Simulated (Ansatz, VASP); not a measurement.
**Two plane-wave programs on GaN**

The input INCAR:

```
SYSTEM = GaN
ALGO = Normal ; EDIFF = 1E-6
ENCUT = 520 ; GGA = PE
ISIF = 2 ; ISMEAR = -1
LASPH = .True. ; LCHARG = .False.
LREAL = .False. ; LWAVE = .False.
NBANDS = 16 ; NELM = 100
PREC = Accurate ; SIGMA = 0.05
```

Contents of KPOINTS:

```
k-points
0
Gamma
  10 10 10
  0 0 0
```

The input POSCAR:

```
GaN
1.0
    0.0000000000      2.2535006075      2.2535006075
    2.2535006075      0.0000000000      2.2535006075
    2.2535006075      2.2535006075      0.0000000000
Ga N
1 1
Direct
    0.0000000000      0.0000000000      0.0000000000
    0.2500000000      0.2500000000      0.2500000000
```

input.yaml

```yaml
crystal:
  lattice:
    - [0.0, 2.2535006075, 2.2535006075]
    - [2.2535006075, 0.0, 2.2535006075]
    - [2.2535006075, 2.2535006075, 0.0]
  atoms:
    - { symbol: Ga, position: [0.0, 0.0, 0.0] }
    - { symbol: "N", position: [0.25, 0.25, 0.25] }
hamiltonian:
  xc: pbe
  pseudopotentials: { kind: paw, azcp: { folder: soft_1 } }
kpoints:
  mp_grid: { grid: [10, 10, 10] }
scf:
  occupations: { method: fermi_dirac, width: 0.05 }
output:
  forces: true
  stress: true
  eigenvalues: true
  write_density: true
  write_potential: true
  elf: true
  volumetric_format: npy
```

The cell is a database's computed one.

Alike in both runs: task single point; functional PBE; k mesh 10 × 10 × 10; occupations fermi-dirac, width 0.05 eV; no spin polarisation.

```csv
,VASP,Ansatz
version,VASP 6.6.1,Ansatz 0.2.0
potentials or method,"VASP PAW PBE potentials, release 64 (Ga_d, N)",Ansatz PAW soft_1
plane-wave cutoff (eV),520,420
valence electrons in the cell,18,18
```

```tsv
	VASP	Ansatz	Ansatz less VASP
gap on the k mesh at the Fermi level (eV)	1.72	1.72	-0.006
least direct gap on the mesh (eV)	1.72	1.72	-0.006
pressure (GPa)	5.1	5.1	-0.04
```
